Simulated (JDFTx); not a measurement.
The system is BN.

```
CELL_PARAMETERS angstrom
2.55394 0.00000 0.00000
-1.27697 2.21178 0.00000
0.00000 0.00000 4.22685
ATOMIC_POSITIONS crystal
N 0.33333 0.66667 0.12528
N 0.66667 0.33333 0.62528
B 0.33333 0.66667 0.49972
B 0.66667 0.33333 0.99972
```

Measurements of this composition are mostly on another form, of space group No. 194.

Base run:

- Program: JDFTx 1.7.0 (patched build)
- Functional: PBE
- Potentials or basis: PseudoDojo-SR-PBE-0.5-standard
- Cutoff: 1143 eV
- Density cutoff: 9143 eV
- k mesh: 12 × 12 × 6
- Occupations: fermi-dirac, width 0.05 eV
- Spin: no spin polarisation

Its results: band gap on the k mesh 5.27 eV, indirect (least direct gap 8.29 eV); pressure -0.4 GPa; largest force 0.015 eV/Å.

**Question.** The run is repeated on the same cell with these changes: functional from PBE to PBEsol; potentials or basis from PseudoDojo-SR-PBE-0.5-standard to PseudoDojo-SR-PBEsol-0.4.1-standard with smoothed tails. What comes out?

**Answer.** Band gap on the k mesh 5.04 eV, indirect (least direct gap 8.21 eV); pressure -5.3 GPa; largest force 0.009 eV/Å.

Caveats: the empty levels aren't tightly converged.

A k mesh can miss the band edges.

Not every run made on this cell is shown here.
